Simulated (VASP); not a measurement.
A run of VASP 6.6.1 is set up as follows.

The input INCAR:

```
PREC = Accurate
ENCUT = 600
EDIFF = 1E-6
ISMEAR = 0
SIGMA = 0.03
LREAL = F
LASPH = T
NELM = 80
ALGO = Normal
ISIF = 3
LWAVE = F
LCHARG = F
GGA = PS
IBRION = 2
NSW = 90
EDIFFG = -0.01
KPAR = 2
```

KPOINTS

```
Automatic mesh
0
Gamma
  6 6 6
```

File POSCAR:

```
Cs2SnI6
1.0
    0.0000000000      5.8138000000      5.8138000000
    5.8138000000      0.0000000000      5.8138000000
    5.8138000000      5.8138000000      0.0000000000
Cs Sn I
2 1 6
Direct
    0.2500000000      0.2500000000      0.2500000000
    0.7500000000      0.7500000000      0.7500000000
    0.0000000000      0.0000000000      0.0000000000
    0.7546400000      0.2453600000      0.2453600000
    0.2453600000      0.7546400000      0.2453600000
    0.2453600000      0.7546400000      0.7546400000
    0.7546400000      0.2453600000      0.7546400000
    0.2453600000      0.2453600000      0.7546400000
    0.7546400000      0.7546400000      0.2453600000
```

Potentials or basis: VASP PAW PBE potentials, release 64 (Cs_sv, Sn_d, I).

The run is started by

```sh
$ cat potpaw_PBE.64/Cs_sv/POTCAR potpaw_PBE.64/Sn_d/POTCAR potpaw_PBE.64/I/POTCAR > POTCAR
$ mpirun -np 2 vasp_std > vasp.out
```

Question: Predict the band gap on the k mesh.

Answer: None (metal or under the smearing width).

Question: Estimate the space group after relaxing (to 0.05 Å).

Answer: Fm-3m (No. 225).

Question: Estimate the relaxed cell.

Answer: a = 8.185 Å, b = 8.185 Å, c = 8.185 Å, α = 60.00°, β = 60.00°, γ = 60.00°.

Question: Estimate the relaxed volume.

Answer: 43.08 Å³/atom.

Forces on the atoms (eV/Å):
```
Cs   0.000  0.000  0.000
Cs   0.000  0.000  0.000
Sn   0.000  0.000  0.000
I    0.006  0.000  0.000
I    0.000  0.006  0.000
I   -0.006  0.000  0.000
I    0.000 -0.006  0.000
I    0.000  0.000  0.006
I    0.000  0.000 -0.006
```

Caveat: the PAW data sets were made with another functional, which shifts forces and pressure a little. The run has no spin-orbit coupling, so splittings on Cs, I are missing.
